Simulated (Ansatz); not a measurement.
Input:

```
ZrO2
1.0
    0.07659     2.54457     2.54457
    2.62116     0.00000     2.62116
    2.54457     2.54457     0.07659
Zr O
1 2
Direct
  0.00000   0.00000   0.00000
  0.24597   0.25403   0.24597
  0.75403   0.74597   0.75403
```

No spin polarisation.

Computed with DFT with r2SCAN, PAW potentials and a 500 eV plane-wave cutoff in Ansatz (a first-principles code), without spin-orbit coupling, earlier PAW set. Γ-centred 11×11×11 mesh, Fermi–Dirac width 0.05 eV.

**Question.** Predict the gap character, pressure and band gap.

**Answer.** The gap character is indirect, X → Γ, the pressure (mean of the normal stresses, compression positive) is 0.54 GPa and the band gap is 3.88 eV.

The cells carry an imposed strain or load. No phonon test of stability was made. The cell was made from ZrO2 in the fluorite structure (space group Fm-3m, No. 225) by this change: tensor shear ε_xz = +3.01 %. This is not the structure that ZrO2 has at room temperature and ambient pressure.
